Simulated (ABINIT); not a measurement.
Re:

```xyz
4
Lattice="2.7664 0.0000 0.0000 -1.3832 2.3958 0.0000 0.0000 0.0000 8.9388" Properties=species:S:1:pos:R:3 pbc="T T T"
Re    1.3832    0.7986    6.7041
Re    0.0000    0.0000    4.4694
Re    0.0000    1.5972    2.2347
Re    0.0000    0.0000    0.0000
```

Program: ABINIT 10.8.3 (patched build). Alike in all runs: no spin polarisation; cell as given; smearing fermi-dirac 0.05 eV. Hardware: 1 thread of Arm Neoverse V1 (shared host).

Order these runs on this cell by their wall time, lowest first.
A. task single point; level PBE; potentials or basis JTH PAW PBE v2.0; k mesh 9 × 9 × 2; cutoff (eV) 599; fine-grid cutoff 1197.3 eV; mesh quality not flagged
B. task band structure; level BLYP; potentials or basis JTH PAW PBE v2.0; k mesh 11 × 11 × 3; cutoff (eV) 599; fine-grid cutoff 1197.3 eV; mesh quality not flagged
C. task single point; level LDA; potentials or basis JTH PAW LDA v2.0; k mesh 7 × 7 × 2; cutoff (eV) 463; fine-grid cutoff 925.187 eV; mesh quality coarse

C (27 s), A (77 s), B (300 s).

Caveats: some runs use coarse meshes.
